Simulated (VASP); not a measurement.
Set up this calculation in VASP 6.6.1, as the native input.

```yaml
Task: single point
Functional: r2SCAN
Potentials_or_basis: VASP PAW PBE potentials, release 64 (Zn)
Cutoff: 520 eV
k_mesh: 20 × 20 × 20
Occupations: gaussian, width 0.15 eV
Spin: no spin polarisation
Dipole_correction: no
Further_INCAR_settings: ALGO = Normal; EDIFF = 1e-07; NBANDS = 12
```

Crystal: Zn.

```xyz
1
Lattice="-0.1474 1.9648 1.9648 1.8174 0.0000 1.8174 1.9648 1.9648 -0.1474" Properties=species:S:1:pos:R:3 pbc="T T T"
Zn    0.0000    0.0000    0.0000
```

The cell isn't the ideal one: strain -0.1500 x Voigt [0, 0, 0, 0, 1, 0], atoms carried along.

These files were run (other wordings do the same):

POSCAR

```
Zn
1.0
   -0.1473582000      1.9647760000      1.9647760000
    1.8174178000      0.0000000000      1.8174178000
    1.9647760000      1.9647760000     -0.1473582000
Zn
1
Direct
    0.0000000000      0.0000000000      0.0000000000
```

INCAR.step1

```
ALGO = Normal
EDIFF = 1E-4
ENCUT = 520
GGA = PE
ISMEAR = 0
LASPH = T
LCHARG = F
LREAL = F
LWAVE = T
NBANDS = 12
NELM = 100
PREC = Accurate
SIGMA = 0.15
```

INCAR.step2

```
ALGO = Normal
EDIFF = 1E-7
ENCUT = 520
ISIF = 2
ISMEAR = 0
ISTART = 1
LASPH = T
LCHARG = F
LMIXTAU = T
LREAL = F
LWAVE = F
METAGGA = R2SCAN
NBANDS = 12
NELM = 100
PREC = Accurate
SIGMA = 0.15
```

KPOINTS

```
k-points
0
Gamma
  20 20 20
```

Potentials or basis: VASP PAW PBE potentials, release 64 (Zn).

The run is started by

```console
$ cat potpaw_PBE.64/Zn/POTCAR > POTCAR
$ cp INCAR.step1 INCAR
$ mpirun -np 1 vasp_std > vasp.out
$ cp INCAR.step2 INCAR
$ mpirun -np 1 vasp_std > vasp.out
```

Results of the run:

```yaml
Pressure: -2.6 GPa
Band_gap_on_the_k_mesh: none (metal or under the smearing width)
```

Caveat: the PAW data sets were made with another functional, which shifts forces and pressure a little.

Run time: 3.7 min on 1 thread of Intel(R) Xeon(R) 6975P-C (Granite Rapids), with other jobs on the host, peak memory 0.31 GiB.
